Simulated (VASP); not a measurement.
# InP (F-43m) in VASP: further runs, part 2 of 2

VASP 6.6.1. The steps go on from the part before.

### 3 G0W0 quasiparticle levels, PBE

The input, POSCAR:

```
InP
1.0
    0.0000000000      2.9305000000      2.9305000000
    2.9305000000      0.0000000000      2.9305000000
    2.9305000000      2.9305000000      0.0000000000
In P
1 1
Direct
    0.0000000000      0.0000000000      0.0000000000
    0.7500000000      0.7500000000      0.7500000000
```

The input, INCAR.step1:

```
SYSTEM = InP
  PREC = Accurate
  ENCUT = 450
  EDIFF = 1E-8
  ISMEAR = 0
  SIGMA = 0.01
  LREAL = .False.
  LASPH = .True.
  NELM = 60
  ALGO = Fast
  LWAVE = .True.
  LCHARG = .False.
  GGA = PE
```

The input, INCAR.step2:

```
SYSTEM = InP
  PREC = Accurate
  ENCUT = 450
  EDIFF = 1E-8
  ISMEAR = 0
  SIGMA = 0.01
  LREAL = .False.
  LASPH = .True.
  NELM = 1
  ALGO = Exact
  LWAVE = .True.
  LCHARG = .False.
  GGA = PE
  NBANDS = 310
  LOPTICS = .True.
  ISTART = 1
```

The input, INCAR.step3:

```
SYSTEM = InP
  PREC = Accurate
  ENCUT = 450
  EDIFF = 1E-8
  ISMEAR = 0
  SIGMA = 0.01
  LREAL = .False.
  LASPH = .True.
  ALGO = EVGW0
  LWAVE = .False.
  LCHARG = .False.
  GGA = PE
  NELMGW = 1
  NBANDS = 310
  ENCUTGW = 200
  NOMEGA = 48
  PRECFOCK = Fast
  ISTART = 1
  NBANDSGW = 17
```

The input, KPOINTS:

```
Automatic mesh
0
Gamma
  3 3 3
  0 0 0
```

Potentials or basis: VASP PAW PBE potentials, release 64 (In_d_GW, P_GW).

Run with:

```
$ cat potpaw_PBE.64/In_d_GW/POTCAR potpaw_PBE.64/P_GW/POTCAR > POTCAR
$ cp INCAR.step1 INCAR
$ mpirun -np 1 vasp_std > vasp.out
$ cp INCAR.step2 INCAR
$ mpirun -np 1 vasp_std > vasp.out
$ cp INCAR.step3 INCAR
$ mpirun -np 1 vasp_std > vasp.out
```

OUTCAR:

```text
SYSTEM = InP
   PREC = Accurate
   ENCUT = 450
   EDIFF = 1E-8
   ISMEAR = 0
   LREAL = .False.
   LASPH = .True.
   GGA = PE
   NELMGW = 1
   ENCUTGW = 200
   PRECFOCK = Fast
   ISTART = 1

 Found      4 irreducible k-points:

 Following reciprocal coordinates:
            Coordinates               Weight
  0.000000  0.000000  0.000000      1.000000
  0.333333  0.000000  0.000000      8.000000
  0.333333  0.333333  0.000000      6.000000
 -0.333333  0.333333  0.000000     12.000000
   k-points           NKPTS =      4   k-points in BZ     NKDIM =     27   number of bands    NBANDS=    310
   number of dos      NEDOS =    301   number of ions     NIONS =      2
   total plane-waves  NPLWV =  27000
   dimension x,y,z NGX =    30 NGY =   30 NGZ =   30
   dimension x,y,z NGXF=    60 NGYF=   60 NGZF=   60
   ions per type =               1   1
   NGX,Y,Z   is equivalent  to a cutoff of  12.03, 12.03, 12.03 a.u.
   NGXF,Y,Z  is equivalent  to a cutoff of  24.07, 24.07, 24.07 a.u.
 SYSTEM =  InP
   PREC   = accura    normal or accurate (medium, high low for compatibility)
   ISTART =      1    job   : 0-new  1-cont  2-samecut
   ICHARG =      0    charge: 1-file 2-atom 10-const
   ISPIN  =      1    spin polarized calculation?
   LNONCOLLINEAR =      F non collinear calculations
   LSORBIT =      F    spin-orbit coupling
   LASPH  =      T    aspherical Exc in radial PAW
   ENCUT  =  450.0 eV  33.07 Ry    5.75 a.u.   7.17  7.17  7.17*2*pi/ulx,y,z
   NELM   =     60;   NELMIN=  2; NELMDL=  0     # of ELM steps
   EDIFF  = 0.1E-07   stopping-criterion for ELM
   LREAL  =      F    real-space projection
   EDIFFG = 0.1E-06   stopping-criterion for IOM
   NSW    =      0    number of steps for IOM
   IBRION =     -1    ionic relax: 0-MD 1-quasi-New 2-CG
   NFREE  =      0    steps in history (QN), initial steepest desc. (CG)
   ISIF   =      0    stress and relaxation
   ISYM   =      3    0-nonsym 1-usesym 2-fastsym
   POTIM  = 0.5000    time-step for ionic-motion
   TEBEG  =    0.0;   TEEND  =   0.0 temperature during run
   PSTRESS=    0.0 pullay stress
   NELECT =      18.0000    total number of electrons
   NUPDOWN=      -1.0000    fix difference up-down
   EMIN   =  10.00;   EMAX   =-10.00  energy-range for DOS
   EFERMI =   0.00;   METHOD = LEGACY
   ISMEAR =     0;   SIGMA  =   0.01  broadening in eV -4-tet -1-fermi 0-gaus
   EFERMI_NEDOS =   21; number of points for ismear=-14 and -15
   IALGO  =     38    algorithm
   IMIX   =      4    mixing-type and parameters
     AMIX     =   0.40;   BMIX     =  1.00
     AMIX_MAG =   1.60;   BMIX_MAG =  1.00
  volume/ion in A,a.u.               =      25.17       169.83
  Fermi-wavevector in a.u.,A,eV,Ry     =   1.162021  2.195901 18.371846  1.350293
  Thomas-Fermi vector in A             =   2.298587
   LORBIT       =      0    0 simple, 1 ext, 2 COOP (PROOUT), +10 PAW based schemes
   GGA     = PE    functional components
   LHFCALC =     T    Hartree Fock is set to
   PRECFOCK=fast      Normal, Fast or Accurate (Low or Medium for compatibility)
   ENCUT4O =  -1.0   cutoff for four orbital integrals eV
   NKREDX  =     1    reduce k-point grid by
   NKREDY  =     1    reduce k-point grid by
   NKREDZ  =     1    reduce k-point grid by
   AEXX    =    1.0000 exact exchange contribution
   HFSCREEN=    0.0000 screening length (either q_TF or 0.3 A-1)
   HFSCREENC=   0.0000 screening length for correlation (either q_TF or 0.3 A-1)
   ENCUTFOCK=  -1.0 apply spherical cutoff to Coloumb kernel
   IVDW    =     0    specifies the selected vdW correction
   LEPSILON=     F    determine dielectric tensor
   LRPA    =     F    only Hartree local field effects (RPA)
   LRPAFORCE           =     F    calculate RPA forces
   ENCUTGW             = 200.0    cutoff for response function in eV
   ENCUTGWSOFT         = 160.0    soft cutoff for Coulomb kernel in GW response function in eV
   ENCUTLF             =  -1.0    cutoff for local field effects
   NELMGW              =     1    number of iterations in solving QP/BSE equation
   NELMHF              =     1    number of iterations in the inner HF iteration
   NKREDLFX            =     1    NKREDLFY  =   1   NKREDLFZ  =   1
 non-spin polarized calculation
 Gauss-broadening in eV      SIGMA  =   0.01
  energy-cutoff  :      450.00
  volume of cell :       50.33
 maximum number of plane-waves:      1113
 NGX is ok and might be reduce to    30
  NGX = 16; NGY = 16; NGZ = 16
   NGX = 15   NGY = 15   NGZ = 15
 maximum number of plane-waves:       332

 QP shifts <psi_nk| G(iteration)W_0 |psi_nk>: iteration 1
 for sc-GW calculations column KS-energies equals QP-energies in previous step
 and V_xc(KS)=  KS-energies - (<T + V_ion + V_H > + <T+V_H+V_ion>^1  + <V_x>^1)

 k-point   1 :       0.0000    0.0000    0.0000
  band No.  KS-energies  QP-energies   sigma(KS)   V_xc(KS)     V^pw_x(r,r')   Z            occupation Imag(sigma)

      1     -10.2935     -12.7204     -20.0185     -16.5971     -25.3299       0.7094       2.0000      -0.5898
      2     -10.2935     -12.7204     -20.0185     -16.5971     -25.3299       0.7094       2.0000      -0.5898
      3     -10.2935     -12.7204     -20.0185     -16.5971     -25.3299       0.7094       2.0000      -0.5898
      4     -10.1478     -12.5953     -20.1498     -16.6818     -25.3438       0.7057       2.0000      -0.6685
      5     -10.1478     -12.5953     -20.1498     -16.6818     -25.3438       0.7057       2.0000      -0.6685
      6      -7.4964      -8.0658     -12.1419     -11.2913     -18.2327       0.6694       2.0000       0.7741
[... 9 lines left out ...]
     16      13.3901      13.4470     -10.1476     -10.2237      -4.5789       0.7478       0.0000      -0.3635
     17      15.1508      14.8150      -7.9855      -7.5435      -2.2265       0.7597       0.0000      -0.5278

 k-point   2 :       0.3333    0.0000    0.0000
  band No.  KS-energies  QP-energies   sigma(KS)   V_xc(KS)     V^pw_x(r,r')   Z            occupation Imag(sigma)

      1     -10.3781     -12.6943     -19.7238     -16.4128     -25.1399       0.6995       2.0000      -0.5424
      2     -10.2620     -12.6924     -20.0577     -16.6274     -25.3501       0.7085       2.0000      -0.6001
      3     -10.2620     -12.6924     -20.0577     -16.6274     -25.3501       0.7085       2.0000      -0.6001
      4     -10.1408     -12.5907     -20.1571     -16.6930     -25.3595       0.7072       2.0000      -0.6685
      5     -10.1408     -12.5907     -20.1571     -16.6930     -25.3595       0.7072       2.0000      -0.6685
      6      -6.3725      -6.9897     -12.7320     -11.8029     -18.3662       0.6643       2.0000       0.5613
[... 9 lines left out ...]
     16      13.0533      13.0038      -9.7541      -9.6878      -4.1946       0.7477       0.0000      -0.3717
     17      17.8490      17.6445      -9.7446      -9.4725      -3.1524       0.7512       0.0000      -0.7832

 k-point   3 :       0.3333    0.3333    0.0000
  band No.  KS-energies  QP-energies   sigma(KS)   V_xc(KS)     V^pw_x(r,r')   Z            occupation Imag(sigma)

      1     -10.4312     -12.7304     -19.6560     -16.3708     -25.1036       0.6999       2.0000      -0.5237
      2     -10.2170     -12.6567     -20.1298     -16.6871     -25.4095       0.7086       2.0000      -0.6126
      3     -10.2170     -12.6567     -20.1298     -16.6871     -25.4095       0.7086       2.0000      -0.6126
      4     -10.1841     -12.6172     -20.0666     -16.6159     -25.2746       0.7051       2.0000      -0.6594
      5     -10.1218     -12.5734     -20.1744     -16.7120     -25.3767       0.7081       2.0000      -0.6734
      6      -5.9900      -6.6067     -12.8171     -11.8859     -18.3061       0.6622       2.0000       0.5074
[... 9 lines left out ...]
     16      17.3369      17.0926      -8.9736      -8.6494      -2.7486       0.7533       0.0000      -0.6440
     17      18.1419      18.1309     -10.4918     -10.4771      -3.7866       0.7487       0.0000      -0.9025

 k-point   4 :      -0.3333    0.3333    0.0000
  band No.  KS-energies  QP-energies   sigma(KS)   V_xc(KS)     V^pw_x(r,r')   Z            occupation Imag(sigma)

      1     -10.4274     -12.7017     -19.6187     -16.3607     -25.0946       0.6980       2.0000      -0.5126
      2     -10.2340     -12.6607     -20.0887     -16.6462     -25.3601       0.7049       2.0000      -0.6212
      3     -10.2154     -12.6574     -20.1293     -16.6901     -25.4093       0.7100       2.0000      -0.6101
      4     -10.1615     -12.6006     -20.1154     -16.6581     -25.3238       0.7055       2.0000      -0.6655
      5     -10.1360     -12.5838     -20.1512     -16.6913     -25.3551       0.7075       2.0000      -0.6709
      6      -5.2477      -5.8964     -13.3837     -12.4205     -18.6365       0.6735       2.0000       0.4105
[... 9 lines left out ...]
     16      17.1146      16.9735      -9.3226      -9.1331      -3.0451       0.7446       0.0000      -0.6270
     17      17.9823      17.8968      -9.7197      -9.6029      -3.1821       0.7320       0.0000      -0.7725
```

Run time: 3.8 min. Hardware: 1 thread of Intel Xeon Platinum 8488C (Sapphire Rapids), shared host; peak memory 0.47 GiB.

The run converged, but some of its settings lie outside the range that counts as converged, so its numbers aren't taken as properties of the crystal.

What came out:

| Item | Value |
| --- | --- |
| Band gap on the k mesh, mean-field level | 0.67 eV, direct |
| Quasiparticle gap | 1.21 eV |
| Least direct quasiparticle gap | 1.21 eV |

Caveat: the k mesh is coarse (spacing up to 0.62 Å⁻¹), so the values aren't converged; bands, screening cutoff and mesh are small and nothing is extrapolated, so the quasiparticle values aren't converged; spin-orbit coupling is left out, which moves the levels of the heavy elements.

### 4 G0W0 quasiparticle levels, PBE

POSCAR is that of step 3.

The input, INCAR.step1:

```
PREC = Accurate ; ENCUT = 450
EDIFF = 1E-8 ; ISMEAR = 0
SIGMA = 0.01 ; LREAL = False
LASPH = True ; NELM = 60
ALGO = Fast ; LWAVE = True
LCHARG = False ; GGA = PE
```

The input, INCAR.step2:

```
PREC = Accurate ; ENCUT = 450
EDIFF = 1E-8 ; ISMEAR = 0
SIGMA = 0.01 ; LREAL = False
LASPH = True ; NELM = 1
ALGO = Exact ; LWAVE = True
LCHARG = False ; GGA = PE
NBANDS = 310 ; LOPTICS = True
ISTART = 1
```

The input, INCAR.step3:

```
PREC = Accurate ; ENCUT = 450
EDIFF = 1E-8 ; ISMEAR = 0
SIGMA = 0.01 ; LREAL = False
LASPH = True ; ALGO = EVGW0
LWAVE = False ; LCHARG = False
GGA = PE ; NELMGW = 1
NBANDS = 310 ; ENCUTGW = 260
NOMEGA = 48 ; PRECFOCK = Fast
ISTART = 1 ; NBANDSGW = 17
```

The input, KPOINTS:

```
regular mesh
0
Gamma
  4 4 4
```

Potentials or basis: VASP PAW PBE potentials, release 64 (In_d_GW, P_GW).

Run with:

```
$ cat potpaw_PBE.64/In_d_GW/POTCAR potpaw_PBE.64/P_GW/POTCAR > POTCAR
$ cp INCAR.step1 INCAR
$ mpirun -np 1 vasp_std > vasp.out
$ cp INCAR.step2 INCAR
$ mpirun -np 1 vasp_std > vasp.out
$ cp INCAR.step3 INCAR
$ mpirun -np 1 vasp_std > vasp.out
```

OUTCAR:

```text
PREC = Accurate
   ENCUT = 450
   EDIFF = 1E-8
   ISMEAR = 0
   LREAL = False
   LASPH = True
   GGA = PE
   NELMGW = 1
   ENCUTGW = 260
   PRECFOCK = Fast
   ISTART = 1

 Found      8 irreducible k-points:

 Following reciprocal coordinates:
            Coordinates               Weight
  0.000000  0.000000  0.000000      1.000000
  0.250000  0.000000  0.000000      8.000000
  0.500000  0.000000  0.000000      4.000000
  0.250000  0.250000  0.000000      6.000000
  0.500000  0.250000  0.000000     24.000000
 -0.250000  0.250000  0.000000     12.000000
   k-points           NKPTS =      8   k-points in BZ     NKDIM =     64   number of bands    NBANDS=    310
   number of dos      NEDOS =    301   number of ions     NIONS =      2
   total plane-waves  NPLWV =  27000
   dimension x,y,z NGX =    30 NGY =   30 NGZ =   30
   dimension x,y,z NGXF=    60 NGYF=   60 NGZF=   60
   ions per type =               1   1
   NGX,Y,Z   is equivalent  to a cutoff of  12.03, 12.03, 12.03 a.u.
   NGXF,Y,Z  is equivalent  to a cutoff of  24.07, 24.07, 24.07 a.u.
 SYSTEM =  unknown system
   PREC   = accura    normal or accurate (medium, high low for compatibility)
   ISTART =      1    job   : 0-new  1-cont  2-samecut
   ICHARG =      0    charge: 1-file 2-atom 10-const
   ISPIN  =      1    spin polarized calculation?
   LNONCOLLINEAR =      F non collinear calculations
   LSORBIT =      F    spin-orbit coupling
   LASPH  =      T    aspherical Exc in radial PAW
   ENCUT  =  450.0 eV  33.07 Ry    5.75 a.u.   7.17  7.17  7.17*2*pi/ulx,y,z
   NELM   =     60;   NELMIN=  2; NELMDL=  0     # of ELM steps
   EDIFF  = 0.1E-07   stopping-criterion for ELM
   LREAL  =      F    real-space projection
   EDIFFG = 0.1E-06   stopping-criterion for IOM
   NSW    =      0    number of steps for IOM
   IBRION =     -1    ionic relax: 0-MD 1-quasi-New 2-CG
   NFREE  =      0    steps in history (QN), initial steepest desc. (CG)
   ISIF   =      0    stress and relaxation
   ISYM   =      3    0-nonsym 1-usesym 2-fastsym
   POTIM  = 0.5000    time-step for ionic-motion
   TEBEG  =    0.0;   TEEND  =   0.0 temperature during run
   PSTRESS=    0.0 pullay stress
   NELECT =      18.0000    total number of electrons
   NUPDOWN=      -1.0000    fix difference up-down
   EMIN   =  10.00;   EMAX   =-10.00  energy-range for DOS
   EFERMI =   0.00;   METHOD = LEGACY
   ISMEAR =     0;   SIGMA  =   0.01  broadening in eV -4-tet -1-fermi 0-gaus
   EFERMI_NEDOS =   21; number of points for ismear=-14 and -15
   IALGO  =     38    algorithm
   IMIX   =      4    mixing-type and parameters
     AMIX     =   0.40;   BMIX     =  1.00
     AMIX_MAG =   1.60;   BMIX_MAG =  1.00
  volume/ion in A,a.u.               =      25.17       169.83
  Fermi-wavevector in a.u.,A,eV,Ry     =   1.162021  2.195901 18.371846  1.350293
  Thomas-Fermi vector in A             =   2.298587
   LORBIT       =      0    0 simple, 1 ext, 2 COOP (PROOUT), +10 PAW based schemes
   GGA     = PE    functional components
   LHFCALC =     T    Hartree Fock is set to
   PRECFOCK=fast      Normal, Fast or Accurate (Low or Medium for compatibility)
   ENCUT4O =  -1.0   cutoff for four orbital integrals eV
   NKREDX  =     1    reduce k-point grid by
   NKREDY  =     1    reduce k-point grid by
   NKREDZ  =     1    reduce k-point grid by
   AEXX    =    1.0000 exact exchange contribution
   HFSCREEN=    0.0000 screening length (either q_TF or 0.3 A-1)
   HFSCREENC=   0.0000 screening length for correlation (either q_TF or 0.3 A-1)
   ENCUTFOCK=  -1.0 apply spherical cutoff to Coloumb kernel
   IVDW    =     0    specifies the selected vdW correction
   LEPSILON=     F    determine dielectric tensor
   LRPA    =     F    only Hartree local field effects (RPA)
   LRPAFORCE           =     F    calculate RPA forces
   ENCUTGW             = 260.0    cutoff for response function in eV
   ENCUTGWSOFT         = 208.0    soft cutoff for Coulomb kernel in GW response function in eV
   ENCUTLF             =  -1.0    cutoff for local field effects
   NELMGW              =     1    number of iterations in solving QP/BSE equation
   NELMHF              =     1    number of iterations in the inner HF iteration
   NKREDLFX            =     1    NKREDLFY  =   1   NKREDLFZ  =   1
 non-spin polarized calculation
 Gauss-broadening in eV      SIGMA  =   0.01
  energy-cutoff  :      450.00
  volume of cell :       50.33
 maximum number of plane-waves:      1106
 NGX is ok and might be reduce to    30
  NGX = 16; NGY = 16; NGZ = 16
   NGX = 15   NGY = 15   NGZ = 15
 maximum number of plane-waves:       531

 QP shifts <psi_nk| G(iteration)W_0 |psi_nk>: iteration 1
 for sc-GW calculations column KS-energies equals QP-energies in previous step
 and V_xc(KS)=  KS-energies - (<T + V_ion + V_H > + <T+V_H+V_ion>^1  + <V_x>^1)

 k-point   1 :       0.0000    0.0000    0.0000
  band No.  KS-energies  QP-energies   sigma(KS)   V_xc(KS)     V^pw_x(r,r')   Z            occupation Imag(sigma)

      1     -10.2904     -12.7153     -20.0770     -16.5953     -25.3090       0.6965       2.0000      -0.7071
      2     -10.2904     -12.7153     -20.0770     -16.5953     -25.3090       0.6965       2.0000      -0.7071
      3     -10.2904     -12.7153     -20.0770     -16.5953     -25.3090       0.6965       2.0000      -0.7071
      4     -10.1409     -12.6037     -20.2157     -16.6832     -25.3349       0.6972       2.0000      -0.7797
      5     -10.1409     -12.6037     -20.2157     -16.6832     -25.3349       0.6972       2.0000      -0.7797
      6      -7.5659      -8.0881     -12.1588     -11.2996     -18.2671       0.6078       2.0000       0.5254
[... 9 lines left out ...]
     16      13.3518      13.4025     -10.1589     -10.2280      -4.5878       0.7328       0.0000      -0.3775
     17      15.1247      14.8385      -7.9812      -7.5959      -2.2681       0.7426       0.0000      -0.5032
[... 88 lines left out ...]
      1     -10.4007     -12.6893     -19.6995     -16.3782     -25.0909       0.6891       2.0000      -0.6390
      2     -10.2451     -12.6816     -20.1285     -16.6325     -25.3324       0.6969       2.0000      -0.7250
      3     -10.2374     -12.6761     -20.1497     -16.6582     -25.3636       0.6985       2.0000      -0.7178
      4     -10.1422     -12.6012     -20.2025     -16.6763     -25.3296       0.6973       2.0000      -0.7771
      5     -10.1359     -12.6001     -20.2147     -16.6868     -25.3448       0.6985       2.0000      -0.7767
      6      -5.9702      -6.5993     -12.9931     -12.0362     -18.4557       0.6574       2.0000       0.3839
[... 9 lines left out ...]
     16      15.7384      15.7555     -10.4032     -10.4265      -4.0350       0.7340       0.0000      -0.6181
     17      16.1335      15.9579      -8.9801      -8.7448      -2.8986       0.7464       0.0000      -0.5947

 [... further k-points ...]
```

Wall time 6.8 min (1 thread of Intel Xeon 6975P-C (Granite Rapids), shared host); peak memory 0.99 GiB.

The run converged, but some of its settings lie outside the range that counts as converged, so its numbers aren't taken as properties of the crystal.

Results:

| Item | Value |
| --- | --- |
| Band gap on the k mesh, mean-field level | 0.70 eV, direct |
| Quasiparticle gap | 1.24 eV |
| Least direct quasiparticle gap | 1.24 eV |

Caveat: the k mesh is coarse (spacing up to 0.46 Å⁻¹), so the values aren't converged; bands, screening cutoff and mesh are small and nothing is extrapolated, so the quasiparticle values aren't converged; spin-orbit coupling is left out, which moves the levels of the heavy elements.
